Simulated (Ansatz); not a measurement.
**Mercury, alpha-Hg (rhombohedral): convergence with the plane-wave cutoff**

Computed with Ansatz, LDA, scalar-relativistic PAW, on the relaxed cell (a = 3.493 Å, c = 6.444 Å (c/a = 1.845); spin not included). Errors count from a run at 420 eV on a Γ-centred 19×19×19 mesh with Fermi-Dirac smearing of 0.1 eV, extrapolated to zero width. Fixed here: mesh 11×11×11, Fermi-Dirac width 0.1 eV. The pressure holds a Pulay correction and is unreliable far below the recommended cutoff. The SCF starts from atomic densities corrected by a trained network.

```json
{"cutoff (eV)": "150", "E(σ→0) error (meV/atom)": "58297.5", "P (GPa)": "-17.12", "SCF iterations": "8"}
{"cutoff (eV)": "200", "E(σ→0) error (meV/atom)": "10620.7", "P (GPa)": "-1.95", "SCF iterations": "7"}
{"cutoff (eV)": "250", "E(σ→0) error (meV/atom)": "1406.3", "P (GPa)": "1.82", "SCF iterations": "6"}
{"cutoff (eV)": "300", "E(σ→0) error (meV/atom)": "121.7", "P (GPa)": "-0.02", "SCF iterations": "6"}
{"cutoff (eV)": "350", "E(σ→0) error (meV/atom)": "2.5", "P (GPa)": "0.01", "SCF iterations": "6"}
{"cutoff (eV)": "420", "E(σ→0) error (meV/atom)": "-2.5", "P (GPa)": "0.00", "SCF iterations": "6"}
{"cutoff (eV)": "500", "E(σ→0) error (meV/atom)": "-3.7", "P (GPa)": "0.00", "SCF iterations": "6"}
{"cutoff (eV)": "600", "E(σ→0) error (meV/atom)": "-4.0", "P (GPa)": "0.00", "SCF iterations": "6"}
{"cutoff (eV)": "800", "E(σ→0) error (meV/atom)": "-4.2", "P (GPa)": "0.00", "SCF iterations": "6"}
```

Within 5 meV/atom of the last row: from 420 eV on.
